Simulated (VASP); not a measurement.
# Ba (Im-3m) in VASP: settings compared, part 2 of 2

VASP 6.6.1. The steps go on from the part before.

### Step 3. Relaxation of cell and atoms, PBEsol

INCAR reads:

```
SYSTEM = Ba
PREC = Accurate
ENCUT = 300
EDIFF = 1E-7
ISMEAR = 0
SIGMA = 0.1
LREAL = .FALSE.
LASPH = .TRUE.
NELM = 80
ALGO = Fast
ISIF = 3
LWAVE = .FALSE.
LCHARG = .FALSE.
GGA = PS
IBRION = 2
NSW = 90
EDIFFG = -0.005
```

KPOINTS reads:

```
Automatic mesh
0
G
  12 12 12
  0 0 0
```

POSCAR reads:

```
Ba
1.0
   -2.5125000000      2.5125000000      2.5125000000
    2.5125000000     -2.5125000000      2.5125000000
    2.5125000000      2.5125000000     -2.5125000000
Ba
1
Direct
    0.0000000000      0.0000000000      0.0000000000
```

Potentials or basis: VASP PAW PBE potentials, release 64 (Ba_sv).

Started as:

```
$ cat potpaw_PBE.64/Ba_sv/POTCAR > POTCAR
$ mpirun -np 1 vasp_std > vasp.out
```

It took 56 s on 1 thread of AMD EPYC 9R45 (Zen 5), shared host; peak memory 0.13 GiB.

The run converged. Its results:

- Free energy: -2.1530 eV
- Relaxed volume: 58.42 Å³/atom
- Relaxed cell: a = 4.234 Å, b = 4.234 Å, c = 4.234 Å, α = 109.47°, β = 109.47°, γ = 109.47°
- Space group after relaxing (to 0.05 Å): Im-3m (No. 229)
- Energy gained by relaxing: 10.9 meV/atom
- Ionic steps: 4
- Pressure after relaxing: 0.0 GPa
- Band gap on the k mesh: none (metal or under the smearing width)

Step by step:
| step | energy change (eV) | largest force (eV/Å) | pressure (GPa) | volume (Å³) |
| --- | --- | --- | --- | --- |
| 1 | 0.0000 | 0.0000 | -0.67 | 63.44 |
| 2 | -0.0079 | 0.0000 | -0.37 | 61.04 |
| 3 | -0.0108 | 0.0000 | -0.07 | 58.92 |
| 4 | -0.0109 | 0.0000 | 0.01 | 58.42 |

Final structure:
```
CELL_PARAMETERS angstrom
-2.44437 2.44437 2.44437
2.44437 -2.44437 2.44437
2.44437 2.44437 -2.44437
ATOMIC_POSITIONS crystal
Ba 0.00000 0.00000 0.00000
```

Levels at points of the mesh, in eV from the Fermi level:
```tsv
k point	band 2	band 3	band 4	band 5	band 6	band 7	band 8	band 9
(0.00, 0.00, 0.00)	-13.61	-13.61	-13.61	-2.80	1.90	1.90	1.90	3.44
(0.50, 0.00, 0.00)	-14.21	-13.80	-13.62	-0.95	0.66	1.51	3.42	4.05
(0.50, 0.50, 0.50)	-14.02	-14.02	-14.02	-0.65	-0.65	4.72	4.72	4.72
```

Caveat: the PAW data sets were made with another functional, which shifts forces and pressure a little. Spin-orbit coupling is left out, which matters for the levels of Ba.

### Step 4. Relaxation of cell and atoms, PBEsol

INCAR: that of step 3 with these lines changed.

```diff
@@ -2,3 +2,3 @@
 PREC = Accurate
-ENCUT = 300
+ENCUT = 600
 EDIFF = 1E-7
```

KPOINTS reads:

```
Automatic mesh
0
G
  4 4 4
  0 0 0
```

POSCAR is that of step 3.

Potentials or basis: VASP PAW PBE potentials, release 64 (Ba_sv).

Started as:

```
$ cat potpaw_PBE.64/Ba_sv/POTCAR > POTCAR
$ mpirun -np 1 vasp_std > vasp.out
```

OUTCAR:

```text
SYSTEM = Ba
   PREC = Accurate
   ENCUT = 600
   EDIFF = 1E-7
   ISMEAR = 0
   LREAL = .FALSE.
   LASPH = .TRUE.
   NELM = 80
   ISIF = 3
   GGA = PS
   IBRION = 2
   NSW = 90
   EDIFFG = -0.005

 ion  position               nearest neighbor table
   1  0.000  0.000  0.000-

  LATTYP: Found a body centered cubic cell.
 ALAT       =     5.0250000000

  Lattice vectors:

 A1 = (  -2.5125000000,   2.5125000000,   2.5125000000)
 A2 = (   2.5125000000,  -2.5125000000,   2.5125000000)
 A3 = (   2.5125000000,   2.5125000000,  -2.5125000000)

Analysis of symmetry for initial positions (statically):
=====================================================================
 Subroutine PRICEL returns:
 Original cell was already a primitive cell.

 Routine SETGRP: Setting up the symmetry group for a
 body centered cubic supercell.

 Subroutine GETGRP returns: Found 48 space group operations
 (whereof 48 operations were pure point group operations)
 out of a pool of 48 trial point group operations.

The static configuration has the point symmetry O_h .

Analysis of symmetry for dynamics (positions and initial velocities):
[... 134 lines left out ...]

 number of electron      10.0000001 magnetization

 Free energy of the ion-electron system (eV)
  ---------------------------------------------------
  ext. energy  EPLUGINS =         0.00000000
  ---------------------------------------------------
  free energy    TOTEN  =        -2.13938221 eV

  energy without entropy =       -2.13531566  energy(sigma->0) =       -2.13734894

------------------------ aborting loop because EDIFF is reached ----------------------------------------

  FORCE on cell =-STRESS in cart. coord.  units (eV):
  Direction    XX          YY          ZZ          XY          YZ          ZX
  --------------------------------------------------------------------------------------
  -------------------------------------------------------------------------------------
  Total       -0.1816964     -0.1816964     -0.1816964     -0.0000000     -0.0000000     -0.0000000
  in kB       -4.5885854     -4.5885854     -4.5885854     -0.0000000     -0.0000000     -0.0000000
  external PRESSURE =      -4.5885854 kB  Pullay stress =       0.0000000 kB
[... 57 lines left out ...]
--------------------------------------- Ionic step        3  -------------------------------------------

 number of electron       9.9999999 magnetization

 Free energy of the ion-electron system (eV)
  ---------------------------------------------------
  ext. energy  EPLUGINS =         0.00000000
  ---------------------------------------------------
  free energy    TOTEN  =        -2.14403752 eV

  energy without entropy =       -2.13997209  energy(sigma->0) =       -2.14200480

 E-fermi :   1.7721     XC(G=0):  -7.6527

 val. band max:        1.4296687941   @ k =   0.5000   0.5000   0.2500
 cond. band min:       1.8698693139   @ k =   0.5000   0.5000   0.2500
 fundamental gap:      0.4402005198
 Fermi energy:         1.7720771512

 k-point     1 :       0.0000    0.0000    0.0000
  band No.  band energies     occupation
      1     -27.1073      2.00000
      2     -12.0107      2.00000
      3     -12.0107      2.00000
      4     -12.0107      2.00000
      5      -1.1133      2.00000
      6       3.5347      0.00000
      7       3.5347      0.00000
      8       3.5347      0.00000
      9       5.0372      0.00000
[... 110 lines left out ...]
  FREE ENERGIE OF THE ION-ELECTRON SYSTEM (eV)
  ---------------------------------------------------
  free  energy   TOTEN  =        -2.1440375171 eV

  energy  without entropy=       -2.1399720865  energy(sigma->0) =       -2.14200480

 reached required accuracy - stopping structural energy minimisation
```

OSZICAR:

```text
N       E                     dE             d eps       ncg     rms          rms(c)
DAV:   1     0.625241276484E+02    0.62524E+02   -0.42176E+03   144   0.997E+02
DAV:   2     0.643608111858E-01   -0.62460E+02   -0.61945E+02   184   0.153E+02
DAV:   3    -0.208728311269E+01   -0.21516E+01   -0.21497E+01   162   0.356E+01
[... 35 lines left out ...]
RMM:   8    -0.214402773457E+01    0.38862E-05   -0.13025E-05   167   0.249E-02    0.223E-02
RMM:   9    -0.214403735869E+01   -0.96241E-05   -0.81474E-06   162   0.258E-02    0.816E-03
RMM:  10    -0.214403794792E+01   -0.58923E-06   -0.27741E-06   163   0.125E-02    0.509E-03
RMM:  11    -0.214403744335E+01    0.50456E-06   -0.81569E-07   139   0.665E-03    0.393E-03
RMM:  12    -0.214403751708E+01   -0.73728E-07   -0.84449E-07   146   0.749E-03
   3 F= -.21440375E+01 E0= -.21420048E+01  d E =-.465531E-02
```

Wall time 16 s (1 thread of AMD EPYC 9R45 (Zen 5), shared host); peak memory 0.17 GiB.

Results:

```yaml
Free_energy: -2.1440 eV
Relaxed_volume: 60.30 Å³/atom
Relaxed_cell: a = 4.279 Å, b = 4.279 Å, c = 4.279 Å, α = 109.47°, β = 109.47°, γ = 109.47°
Space_group_after_relaxing_to_0.05_Å: Im-3m (No. 229)
Energy_gained_by_relaxing: 4.7 meV/atom
Ionic_steps: 3
Pressure_after_relaxing: 0.0 GPa
Band_gap_on_the_k_mesh: none (metal or under the smearing width)
```

The path:
```
step  energy change (eV)  largest force (eV/Å)  pressure (GPa)  volume (Å³)
   1              0.0000                0.0000           -0.46        63.44
   2             -0.0036                0.0000           -0.23        61.79
   3             -0.0047                0.0000            0.00        60.30
```

Final structure:
```
Ba
1.0
    -2.47033    2.47033    2.47033
     2.47033   -2.47033    2.47033
     2.47033    2.47033   -2.47033
Ba
1
Direct
  0.00000 0.00000 0.00000
```

Caveat: the k mesh is coarse (spacing up to 0.44 Å⁻¹), so the values aren't converged; the PAW data sets were made with another functional, which shifts forces and pressure a little. Spin-orbit coupling is left out, which matters for the levels of Ba.

### Step 5. Single point, PBEsol

INCAR reads:

```
PREC = Accurate
ENCUT = 520
EDIFF = 1E-6
ISMEAR = 0
SIGMA = 0.1
LREAL = F
LASPH = T
NELM = 80
ALGO = Fast
ISIF = 2
LWAVE = F
LCHARG = F
GGA = PS
```

KPOINTS reads:

```
regular mesh
0
Gamma
  12 12 12
```

POSCAR is that of step 4.

Started as:

```
$ cat potpaw_PBE.64/Ba_sv/POTCAR > POTCAR
$ mpirun -np 1 vasp_std > vasp.out
```

It took 18 s on 1 thread of AMD EPYC 9R45 (Zen 5), shared host; peak memory 0.17 GiB.

The run converged. Its results:

* Free energy: -2.1412 eV
* Pressure: -0.7 GPa
* Band gap on the k mesh: none (metal or under the smearing width)

Levels at points of the mesh, in eV from the Fermi level:
| k point | band 3 | band 4 | band 5 | band 6 | band 7 | band 8 |
| --- | --- | --- | --- | --- | --- | --- |
| (0.00, 0.00, 0.00) | -13.80 | -13.80 | -2.76 | 1.81 | 1.81 | 1.81 |
| (0.50, 0.00, 0.00) | -13.95 | -13.80 | -0.90 | 0.68 | 1.24 | 3.18 |
| (0.50, 0.50, 0.50) | -14.12 | -14.12 | -0.52 | -0.52 | 4.31 | 4.31 |

Caveat: the PAW data sets were made with another functional, which shifts forces and pressure a little. The run has no spin-orbit coupling, so splittings on Ba are missing.

### Step 6. Relaxation of cell and atoms, PBEsol

INCAR reads:

```
SYSTEM = Ba
PREC = Accurate
ENCUT = 580
EDIFF = 1E-7
ISMEAR = 0
SIGMA = 0.1
LREAL = .FALSE.
LASPH = .TRUE.
NELM = 80
ALGO = Fast
ISIF = 3
LWAVE = .FALSE.
LCHARG = .FALSE.
GGA = PS
IBRION = 2
NSW = 90
EDIFFG = -0.005
```

KPOINTS reads:

```
Automatic mesh
0
G
  12 12 12
  0 0 0
```

POSCAR is that of step 5.

Potentials or basis: VASP PAW PBE potentials, release 64 (Ba_sv).

Started as:

```
$ cat potpaw_PBE.64/Ba_sv/POTCAR > POTCAR
$ mpirun -np 1 vasp_std > vasp.out
```

Run time: 95 s. Hardware: 1 thread of AMD EPYC 9R45 (Zen 5), shared host; peak memory 0.21 GiB.

It converged, with:

```yaml
Free_energy: -2.1519 eV
Relaxed_volume: 58.53 Å³/atom
Relaxed_cell: a = 4.236 Å, b = 4.236 Å, c = 4.236 Å, α = 109.47°, β = 109.47°, γ = 109.47°
Space_group_after_relaxing_to_0.05_Å: Im-3m (No. 229)
Energy_gained_by_relaxing: 10.7 meV/atom
Ionic_steps: 3
Pressure_after_relaxing: 0.0 GPa
Band_gap_on_the_k_mesh: none (metal or under the smearing width)
```

The path:
```tsv
step	energy change (eV)	largest force (eV/Å)	pressure (GPa)	volume (Å³)
1	0.0000	0.0000	-0.66	63.44
2	-0.0077	0.0000	-0.37	61.07
3	-0.0107	0.0000	-0.01	58.53
```

Final structure:
```
Ba
1.0
    -2.44593    2.44593    2.44593
     2.44593   -2.44593    2.44593
     2.44593    2.44593   -2.44593
Ba
1
Direct
  0.00000 0.00000 0.00000
```

Levels at points of the mesh, in eV from the Fermi level:
```tsv
k point	band 2	band 3	band 4	band 5	band 6	band 7	band 8	band 9
(0.00, 0.00, 0.00)	-13.62	-13.62	-13.62	-2.80	1.90	1.90	1.90	3.43
(0.50, 0.00, 0.00)	-14.21	-13.80	-13.62	-0.95	0.66	1.50	3.42	4.05
(0.50, 0.50, 0.50)	-14.02	-14.02	-14.02	-0.64	-0.64	4.71	4.71	4.71
```

Caveat: the PAW data sets were made with another functional, which shifts forces and pressure a little.

### Step 7. Overview

| task | level | cell | k mesh | cutoff (eV) | mesh quality | gap on the mesh (eV) | pressure (GPa) | relaxed volume (Å³/atom) |
| --- | --- | --- | --- | --- | --- | --- | --- | --- |
| relaxation of cell and atoms | PBE+D3(BJ) | relaxed | 12 × 12 × 12 | 600 | not flagged | none | 0.0 | 60.02 |
| relaxation of cell and atoms | PBEsol | relaxed | 12 × 12 × 12 | 300 | not flagged | none | 0.0 | 58.42 |
| relaxation of cell and atoms | PBEsol | relaxed | 4 × 4 × 4 | 600 | coarse | none | 0.0 | 60.30 |
| single point | PBEsol | as given | 12 × 12 × 12 | 520 | not flagged | none | -0.7 | - |
| relaxation of cell and atoms | PBEsol | relaxed | 12 × 12 × 12 | 580 | not flagged | none | 0.0 | 58.53 |

Alike in all rows: potentials or basis VASP PAW PBE potentials, release 64 (Ba_sv); no spin polarisation; smearing gaussian 0.1 eV.

Caveats: some runs use coarse meshes; the PAW data sets were made with another functional, which shifts forces and pressure a little (some runs); pairwise dispersion overbinds metals, which lowers pressure and volume (some runs).

Absolute energies hang on the potentials; compare differences alone.
